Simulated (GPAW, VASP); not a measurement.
This is a calculation of Si2W for VASP 6.6.1. 

File INCAR:

```
SYSTEM = Si2W
PREC = Accurate ; ENCUT = 520
EDIFF = 1E-7 ; ISMEAR = -1
SIGMA = 0.05 ; LREAL = .False.
LASPH = .True. ; NELM = 80
ALGO = Normal ; ISIF = 2
LWAVE = .False. ; LCHARG = .False.
GGA = PS ; NBANDS = 18
```

The input KPOINTS:

```
Automatic mesh
0
Gamma
  12 12 12
  0 0 0
```

Contents of POSCAR:

```
Si2W
1.0
   -1.6069000000      1.6069000000      3.9149500000
    1.6069000000     -1.6069000000      3.9149500000
    1.6069000000      1.6069000000     -3.9149500000
W Si
1 2
Direct
    0.0000000000      0.0000000000      0.0000000000
    0.6653000000      0.6653000000      0.0000000000
    0.3347000000      0.3347000000      0.0000000000
```

Potentials or basis: VASP PAW PBE potentials, release 64 (W_sv, Si).

Command:

```sh
$ cat potpaw_PBE.64/W_sv/POTCAR potpaw_PBE.64/Si/POTCAR > POTCAR
$ mpirun -np 1 vasp_std > vasp.out
```

Translate it to GPAW 26.7.0 (ASE script). Potentials or basis there: PAW data sets generated for this functional, cutoff 600 eV.

As run (cutoffs and basis follow the program's own potentials, and thresholds, step limits or extra output files can differ):

The input run.py:

```python
from ase import Atoms
from ase.dft.bandgap import bandgap
from ase.io import write
from ase.units import Bohr, GPa
from gpaw import GPAW, PW, setup_paths
from gpaw.elf import elf_from_dft_calculation

setup_paths.insert(0, '.')

atoms = Atoms(['W', 'Si', 'Si'],
              cell=[[-1.6069, 1.6069, 3.91495],
                    [1.6069, -1.6069, 3.91495],
                    [1.6069, 1.6069, -3.91495]],
              scaled_positions=[[0.0, 0.0, 0.0],
                                [0.6653, 0.6653, 0.0],
                                [0.3347, 0.3347, 0.0]],
              pbc=True)

calc = GPAW(mode=PW(600),
            xc='PBEsol',
            kpts={'size': (12, 12, 12), 'gamma': True},
            occupations={'name': 'fermi-dirac', 'width': 0.05},
            nbands=23,
            convergence={'density': 1e-05, 'energy': 1e-05},
            maxiter=150,
            txt='gpaw.txt')
atoms.calc = calc
energy = atoms.get_potential_energy()
forces = atoms.get_forces()
stress = atoms.get_stress()
calc.write('gs.gpw')
write('result.traj', atoms)
print(f'Energy: {energy:.6f} eV')
print('Forces (eV/A):')
print(forces.round(4))
print('Stress (GPa):', (stress / GPa).round(3))
print('Fermi level:', round(calc.get_fermi_level(), 4), 'eV')
print(f'Gap: {bandgap(calc)[0]:.4f} eV, direct: {bandgap(calc, direct=True)[0]:.4f} eV')

# fields on the real-space grid
write('density.cube', atoms, data=calc.get_pseudo_density() * Bohr**3)
write('potential.cube', atoms, data=calc.get_electrostatic_potential())
write('elf.cube', atoms, data=elf_from_dft_calculation(calc).data)
```

Potentials or basis: PAW data sets generated in the run's folder for this functional, pw.

Command:

```bash
$ gpaw-setup -f PBEsol Si W
$ OMP_NUM_THREADS=1 python run.py
```

Both were run:

|  | VASP | GPAW |
| --- | --- | --- |
| Pressure | -1.6 GPa | -1.3 GPa |

VASP's potentials were made for PBE.

Pressure is positive in compression.
